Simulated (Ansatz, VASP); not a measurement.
# SrO: VASP beside Ansatz

Wanted: the spread between two codes on one cell, functional and k mesh. The cell is taken from a series of VASP runs on this material, whose earlier steps may have relaxed, scaled or displaced it; both programs get it as it stands.

Program: Ansatz 0.2.0. Level of theory: plane waves, with VASP 6.6.1 beside it; relaxation of cell and atoms at PBEsol and relaxation of cell and atoms at LDA. Results are calculated unless marked as measured.

## (1) The structure

Symmetry: Fm-3m, No. 225, cubic system. The conventional cell has a = 5.134 Å, b = 5.134 Å, c = 5.134 Å, α = 90.00°, β = 90.00°, γ = 90.00°. Sr has 6 O at 2.57 Å nearest. Nearest to O lie 6 Sr at 2.57 Å. Farther neighbours and most contacts between anions are not listed.

Coordinates:

```
Sr O
1.0
     0.00000    2.56706    2.56706
     2.56706    0.00000    2.56706
     2.56706    2.56706    0.00000
Sr O
1 1
Direct
  0.50000 0.50000 0.50000
  0.00000 0.00000 0.00000
```

## (2) VASP: relaxation of cell and atoms, PBEsol

The relaxed volume is the usual yardstick between codes: its relative difference is about their pressure difference at one cell divided by the bulk modulus.

Lines of VASP's logs that name or quote its potential files are left out, and so is its time.

INCAR reads:

```
SYSTEM = SrO
PREC = Accurate
ENCUT = 520
EDIFF = 1E-06
NELM = 100
ISMEAR = 0
SIGMA = 0.03
LREAL = .FALSE.
ALGO = Normal
GGA = PS
NBANDS = 14
LORBIT = 11
LWAVE = .FALSE.
LCHARG = .FALSE.
KPAR = 4
IBRION = 2
NSW = 50
ISIF = 3
EDIFFG = -0.006
```

POSCAR reads:

```
SrO
1.0
    0.0000000000      2.5670567437      2.5670567437
    2.5670567437      0.0000000000      2.5670567437
    2.5670567437      2.5670567437      0.0000000000
Sr O
1 1
Direct
    0.5000000000      0.5000000000      0.5000000000
    0.0000000000      0.0000000000      0.0000000000
```

KPOINTS reads:

```
Automatic mesh
0
Gamma
8 8 8
0 0 0
```

The projector-augmented-wave data sets are Sr_sv and O (PBE family, release 64).

Command:

```
> mpirun -np 4 vasp_std
```

Numbers of over 12 decimals in the logs are rounded to 6 here.

What it wrote:

```text
[banner, memory and clock lines left out]
running    4 mpi-ranks, on    1 nodes
 distrk:  each k-point on    1 cores,    4 groups
 distr:  one band on    1 cores,    1 groups

 POSCAR found type information on POSCAR SrO
 POSCAR found :  2 types and       2 ions
|                                                                             |
|               ----> ADVICE to this user running VASP <----                  |
|                                                                             |
|     You enforced a specific xc type in the INCAR file but a different       |
|     [... a line on the potential file left out ...]
|     I HOPE YOU KNOW WHAT YOU ARE DOING!                                     |
|                                                                             |

 LDA part: xc-table for (Slater+PW92), standard interpolation
 POSCAR, INCAR and KPOINTS ok, starting setup
 FFT: planning ... GRIDC
 FFT: planning ... GRID_SOFT
 FFT: planning ... GRID
 WAVECAR not read
 entering main loop
       N       E                     dE             d eps       ncg     rms          rms(c)
DAV:   1     0.579306733878E+02    0.57931E+02   -0.76785E+03   812   0.106E+03
DAV:   2    -0.112895793645E+02   -0.69220E+02   -0.64270E+02  1176   0.217E+02
DAV:   3    -0.145482538758E+02   -0.32587E+01   -0.32419E+01  1112   0.404E+01
DAV:   4    -0.146152858480E+02   -0.67032E-01   -0.67021E-01  1004   0.412E+00
DAV:   5    -0.146160611753E+02   -0.77533E-03   -0.77532E-03  1064   0.366E-01    0.172E+01
DAV:   6    -0.128043806417E+02    0.18117E+01   -0.62433E+00   842   0.196E+01    0.203E+01
DAV:   7    -0.126653027529E+02    0.13908E+00   -0.34665E-01   974   0.515E+00    0.118E+01
DAV:   8    -0.126383373617E+02    0.26965E-01   -0.12540E-01   974   0.359E+00    0.608E-01
DAV:   9    -0.126395168629E+02   -0.11795E-02   -0.63309E-03  1152   0.511E-01    0.231E-01
DAV:  10    -0.126396038418E+02   -0.86979E-04   -0.31390E-04   866   0.193E-01    0.111E-01
DAV:  11    -0.126396951777E+02   -0.91336E-04   -0.95543E-05   862   0.781E-02    0.286E-02
DAV:  12    -0.126397032151E+02   -0.80374E-05   -0.11181E-05   916   0.278E-02    0.198E-02
DAV:  13    -0.126397033594E+02   -0.14437E-06   -0.18315E-06   872   0.115E-02
   1 F= -.12639703E+02 E0= -.12639703E+02  d E =-.126397E+02
 curvature:   0.00 expect dE= 0.000E+00 dE for cont linesearch  0.000E+00
 trial: gam= 0.00000 g(F)=  0.120E-60 g(S)=  0.935E-06 ort = 0.000E+00 (trialstep = 0.100E+01)
 search vector abs. value=  0.935E-06
 reached required accuracy - stopping structural energy minimisation
```

OUTCAR, selected parts (step 2):

```text
ion  position               nearest neighbor table
   1  0.500  0.500  0.500-   2 2.57   2 2.57   2 2.57   2 2.57   2 2.57   2 2.57
   2  0.000  0.000  0.000-   1 2.57   1 2.57   1 2.57   1 2.57   1 2.57   1 2.57

  LATTYP: Found a face centered cubic cell.
 ALAT       =     5.1341134874

 Subroutine GETGRP returns: Found 48 space group operations
 (whereof 48 operations were pure point group operations)

The static configuration has the point symmetry O_h .

 Found     29 irreducible k-points:

   k-points           NKPTS =     29   k-points in BZ     NKDIM =     29   number of bands    NBANDS=     14

   dimension x,y,z NGX =    28 NGY =   28 NGZ =   28
   dimension x,y,z NGXF=    56 NGYF=   56 NGZF=   56

   ENCUT  =  520.0 eV  38.22 Ry    6.18 a.u.   6.75  6.75  6.75*2*pi/ulx,y,z

   NELECT =      16.0000    total number of electrons

 k-points in reciprocal lattice and weights: Automatic mesh
   0.00000000  0.00000000  0.00000000       0.002
   0.12500000  0.00000000  0.00000000       0.016
   0.25000000  0.00000000  0.00000000       0.016
   0.37500000  0.00000000  0.00000000       0.016
   0.50000000  0.00000000  0.00000000       0.008
   0.12500000  0.12500000  0.00000000       0.012
   0.25000000  0.12500000  0.00000000       0.047
   0.37500000  0.12500000  0.00000000       0.047
   0.50000000  0.12500000  0.00000000       0.047
[...]
-0.37500000  0.50000000  0.12500000       0.023
  -0.25000000  0.50000000  0.25000000       0.012

 average (electrostatic) potential at core
       1 -36.2340       2 -70.7647

 E-fermi :   1.6770

 k-point     1 :       0.0000    0.0000    0.0000
  band No.  band energies     occupation
    ...
      4     -12.3586      2.00000
      5     -12.3586      2.00000
      6       1.5103      2.00000
      7       1.5103      2.00000
      8       1.5103      2.00000
      9       5.3652      0.00000
     10       7.6817      0.00000
     11       7.6817      0.00000
     12       7.6817      0.00000
     13       9.8881      0.00000
    ...

 k-point     2 :       0.1250    0.0000    0.0000
  band No.  band energies     occupation
    ...
      4     -12.3712      2.00000
      5     -12.0430      2.00000
      6       1.0393      2.00000
      7       1.3081      2.00000
      8       1.3081      2.00000
      9       6.0780      0.00000
     10       7.5188      0.00000
     11       7.9929      0.00000
     12       7.9929      0.00000
     13      10.3035      0.00000
    ...

 k-point     3 :       0.2500    0.0000    0.0000
  band No.  band energies     occupation
    ...
      4     -12.4014      2.00000
      5     -11.5867      2.00000
      6       0.1904      2.00000
      7       0.8728      2.00000
      8       0.8728      2.00000
      9       7.4353      0.00000
     10       7.6368      0.00000
     11       8.8390      0.00000
     12       8.8390      0.00000
     13      11.3407      0.00000
    ...

  Total       -0.0035952     -0.0035952     -0.0035952      0.0000000      0.0000000     -0.0000000
  in kB       -0.1702555     -0.1702555     -0.1702555      0.0000000      0.0000000     -0.0000000
  external PRESSURE =      -0.1702555 kB  Pullay stress =       0.0000000 kB

  energy-cutoff  :      520.00
  volume of cell :       33.83
      direct lattice vectors                 reciprocal lattice vectors
     0.000000000  2.567056744  2.567056744    -0.194775593  0.194775593  0.194775593
     2.567056744  0.000000000  2.567056744     0.194775593 -0.194775593  0.194775593
     2.567056744  2.567056744  0.000000000     0.194775593  0.194775593 -0.194775593

 POSITION                                       TOTAL-FORCE (eV/Angst)
 -----------------------------------------------------------------------------------
      2.56706      2.56706      2.56706         0.000000      0.000000     -0.000000
      0.00000      0.00000      0.00000        -0.000000     -0.000000      0.000000
 -----------------------------------------------------------------------------------
    total drift:                                0.000000      0.000000      0.000000

  FREE ENERGIE OF THE ION-ELECTRON SYSTEM (eV)
  ---------------------------------------------------
  free  energy   TOTEN  =       -12.6397033594 eV

  energy  without entropy=      -12.6397033594  energy(sigma->0) =      -12.63970336

 reached required accuracy - stopping structural energy minimisation

 total charge
# of ion       s       p       d       tot
------------------------------------------
    1        2.016   5.783   0.263   8.062
    2        1.548   3.403   0.000   4.951
--------------------------------------------------
tot          3.564   9.186   0.263  13.013

[... 3 further parts left out ...]
```

CONTCAR:

```
SrO
   1.00000000000000
     0.0000000000000000    2.5670567436999998    2.5670567436999998
     2.5670567436999998    0.0000000000000000    2.5670567436999998
     2.5670567436999998    2.5670567436999998    0.0000000000000000
  Sr              O
     1     1
Direct
     0.5000000000000000    0.5000000000000000    0.5000000000000000
     0.0000000000000000    0.0000000000000000    0.0000000000000000
```

## (3) Ansatz: relaxation of cell and atoms, PBEsol

Ansatz runs on its default PAW (the set named soft_2) files.

The same cell, functional, mesh and smearing now go to Ansatz, which takes its cutoff from its data sets.

input.yaml reads:

```yaml
crystal:
  lattice:
    - [0.0, 2.5670567437, 2.5670567437]
    - [2.5670567437, 0.0, 2.5670567437]
    - [2.5670567437, 2.5670567437, 0.0]
  atoms:
    - { symbol: Sr, position: [0.5, 0.5, 0.5] }
    - { symbol: O, position: [0.0, 0.0, 0.0] }
hamiltonian:
  xc: pbesol
  pseudopotentials: { kind: paw }
kpoints:
  mp_grid: { grid: [8, 8, 8] }
scf:
  occupations: { method: gaussian, width: 0.03 }
relax:
  f_tol: 0.01
  max_steps: 60
  cell: { stress_tol: 0.05 }
output:
  forces: true
  stress: true
```

Command:

```
> ansatz run input.yaml --threads 4 --pin off --max-ram 9216MiB --backend cpu --events-out ev --progress --plain --runs-dir out
```

What it wrote:

```text
Engine: ansatz 0.2.0, aarch64-unknown-linux-gnu
Pseudopotentials: kind: paw
Pseudopotential: Sr, paw, valence charge 10, recommended cutoff 420 eV (normal), Sr.paw.azcp
Pseudopotential: O, paw, valence charge 6, recommended cutoff 420 eV (normal), O.paw.azcp
Functional definition: PBEsol
  exchange = pbesol_x
  correlation = pbesol_c
Crystal: 2 atoms, lattice volume = 33.833 Å³
Basis set: ecut = 420 eV, 645 PW (Γ), exchange–correlation on 50×50×50 points (8 copies of the dense FFT grid, shifted against one another)
Bands: 12, of which v1, the nominal top of the filled ones, is band 8 counted from 1 (7 counted from 0)
Symmetry: 48 space group operations
Space group: Fm-3m (ITA 225), of the structure as read, at distance tolerance 3.2e-5 Å
k-points: 29 of 512
Non-local potential: Sr, projectors of the file, l = 0: 3, l = 1: 2, l = 2: 2
Non-local potential: O, projectors of the file, l = 0: 2, l = 1: 2, l = 2: 1
PAW form: soft (Blöchl's): semilocal exchange-correlation on the pseudo side does not see the compensation charge
PAW frozen core: Sr, regenerated for the run's functional, and the local potential with it (the file was generated under x = pbe(κ = 0.804, μ = 0.219515), c = pbe(β = 0.066725))
PAW frozen core: O, regenerated for the run's functional, and the local potential with it (the file was generated under x = pbe(κ = 0.804, μ = 0.219515), c = pbe(β = 0.066725))
PAW one-centre angular grid: Sr, 110 points (default); XC on 64 Gauss nodes
PAW one-centre angular grid: O, 110 points (default); XC on 64 Gauss nodes
Initial density: superposition of atomic densities (neutral atoms: chi_scale 0, normalization atom), corrected by the library's trained network
Initial wavefunctions: pseudopotential atomic-orbital guess
Functional: x = pbesol(κ = 0.804, μ = 0.123457), c = pbesol(β = 0.046)
SCF iter   1: F=—  HF=-4056.130128 eV  |F-HF|=—  |Δ(HF+E_count)|=         —  Δρ=1.46e-2  dr2=6.86e-2  ethr=1.77e-3  ⟨swp⟩=8.6  Hψ=2774  notcnv=0
preconditioner: auto → none  [insulator: Δε(μ)=2.961 eV  Ē_g=16.018 eV  σ=0.030 eV  W_gap=1.00  n_scr=8 (ndim 8)  ℏωp=23.9 eV  f_vac=0.000  D(μ)=0.00/eV (n_scr^D=0)  ε∞_Penn≈3.2]
SCF iter   2: F=—  HF=-4056.115447 eV  |F-HF|=—  |Δ(HF+E_count)|=   1.47e-2  Δρ=2.39e-3  dr2=2.40e-3  ethr=4.29e-4  ⟨swp⟩=2.2  Hψ=706  notcnv=0
SCF iter   3: F=—  HF=-4056.115109 eV  |F-HF|=—  |Δ(HF+E_count)|=   3.39e-4  Δρ=5.52e-4  dr2=6.94e-5  ethr=1.50e-5  ⟨swp⟩=2.1  Hψ=428  notcnv=0
SCF iter   4: F=—  HF=-4056.115110 eV  |F-HF|=—  |Δ(HF+E_count)|=   8.44e-7  Δρ=3.01e-5  dr2=1.48e-7  ethr=4.34e-7  ⟨swp⟩=2.3  Hψ=522  notcnv=0
iter 5 did not close the SCF: its close was put off for the readings that it lacked (scf_convergence_deferred on its scf_iter line)
SCF iter   5: F=-4056.115110 eV  HF=-4056.115110 eV  |F-HF|=2.71e-9  |Δ(HF+E_count)|=   7.42e-8  Δρ=6.62e-6  dr2=6.14e-9  ethr=9.25e-10  ⟨swp⟩=2.3  Hψ=591  notcnv=0
SCF iter   6: F=-4056.115110 eV  HF=-4056.115110 eV  |F-HF|=3.41e-11  |Δ(HF+E_count)|=   4.04e-9  Δρ=7.96e-7  dr2=8.40e-11  ethr=3.84e-11  ⟨swp⟩=2.5  Hψ=1215  notcnv=0
SCF 1 converged in 6 iterations: F = -4056.115110 eV  dr2 = 8.40e-11
  greatest PAW one-centre occupation: 0.987 electrons in one spin orbital (limit 2), on the Sr atom at site 0 (counted from 0), in its partial waves of l = 0
relax step   1: F+E_penalty+E_count = -4056.11510972 eV  Δ(F+E_penalty+E_count) = +0.000e0 eV  max|allowed force component| = 1.413e-30 eV/Å  Δτ_max = 0.0000 Å  P = -0.635 GPa  Ω = 33.833 Å³  (6 SCF iters, dr2 threshold 1.00e-7 eV, accepted)
[...]
relax step   2: F+E_penalty+E_count = -4056.11620646 eV  Δ(F+E_penalty+E_count) = -1.097e-3 eV  max|allowed force component| = 4.930e-31 eV/Å  Δτ_max = 0.0000 Å  P = +0.657 GPa  Ω = 33.389 Å³  energy of the carried Pulay correction = +1.107e-3 eV  (6 SCF iters, dr2 threshold 2.00e-7 eV, rejected (line search))
[...]
relax step   3: F+E_penalty+E_count = -4056.11609753 eV  Δ(F+E_penalty+E_count) = -9.878e-4 eV  max|allowed force component| = 2.728e-30 eV/Å  Δτ_max = 0.0000 Å  P = -0.007 GPa  Ω = 33.613 Å³  energy of the carried Pulay correction = +5.460e-4 eV  (6 SCF iters, accepted)
[...]
relax step   4: F+E_penalty+E_count = -4056.11553746 eV  Δ(F+E_penalty+E_count) = +5.601e-4 eV  max|allowed force component| = 1.906e-30 eV/Å  Δτ_max = 0.0000 Å  P = -0.034 GPa  Ω = 33.613 Å³  stress off target by 3.41e-2 GPa  SCF on the basis re-selected at this cell (its energy is not comparable with the rows above)  (6 SCF iters)
basis re-selected at this cell: Δ(F+E_penalty+E_count) = +5.601e-4 eV, ΔP = -0.027 GPa vs the last step (what re-selecting the basis moved, of the pressure what is left beyond the Pulay correction that the steps carried, after the strain that the cell walked since its last selection, with what the two solves' SCF thresholds leave and, on support functions, any second-order correction that the steps lacked; it is no m [...]
SCF converged after 6 iterations
Free energy (F): -4056.115537 eV
Harris-Foulkes:  -4056.115537 eV  (|F-HF|=4.55e-13)
Internal energy: -4056.115537 eV  (E = F + TS)
E sigma→0 (E₀):  -4056.115537 eV
Fermi energy:    9.482284 eV
--- Per-component energies (eV) ---
  E_band       = -57.362460
  E_kinetic    = 422.306306
  E_local      = -857.740323  (includes V_loc(G=0)·N_el)
  E_nonlocal   = 251.842989
  E_hartree    = 230.401305
  E_xc         = -246.564509
  E_vxc        = -257.727000  (∫ρ·V_xc dr)
  E_paw        = -2796.429676  (= ΣΔE_a)
  E_vpaw       = -76.849445  (= ΣTr[D̂ρ^β])
  E_aug_tail   = 0.002404  (compensation charges beyond the density's cutoff)
  E_ewald      = -1060.103668
  E_core_change = 0.169635  (= ΣΔE_core)
  E_smearing   = -0.000000  (= −TS)
  E_closure    = 0.000000  (closes the sum)
  Σ components = -4056.115537   (vs F -4056.115537, Δ=0.00e0)
--- Forces (eV/Å), atoms counted from 1 ---
  atom   1  Sr     0.00000000    -0.00000000    -0.00000000
  atom   2  O      0.00000000    -0.00000000    -0.00000000
  max |Σ_I F_I| component: 6.71e-30 eV/Å
--- Stress (GPa, compression-positive) ---
       -0.034099      -0.000000       0.000000
       -0.000000      -0.034099      -0.000000
       -0.000000      -0.000000      -0.034099
  P = ⅓ Tr σ = -0.0341 GPa (-0.341 kbar)
--- Relaxed structure (3 steps of the walk, 2 accepted, 1 SCFs on fresh bases) ---
  F+E_penalty+E_count = -4056.11553746 eV   max|allowed force component| = 1.906e-30 eV/Å   (the final SCF, on the basis selected at the relaxed cell)
  cell:  # Å, volume = 33.6131 Å³
    - [0, 2.561491, 2.561491]
    - [2.561491, 0, 2.561491]
    - [2.561491, 2.561491, 0]
  atoms:
    - { symbol: Sr, position: [0.500000, 0.500000, 0.500000] }
    - { symbol: O, position: [0, 0, 0] }
```

Elapsed: 1.1 s, on 4 threads of Arm Neoverse V1, shared host; peak memory 0.24 GiB; 3.4 s of CPU time.

(Continued in part 2 of 2.)

[Lines on the potential files, build, host, timing and source positions are cut from VASP's logs without a mark.]

[Logs are printed without paths, hosts, clocks, repeated set-up lines and the standing remarks that a program may print on its own settings, such as how far it seeks lower states.]

[Hosts, paths, dates, database ids (printed as entryN), source tags and the programs' standing remarks are cut or masked in the printed files.]
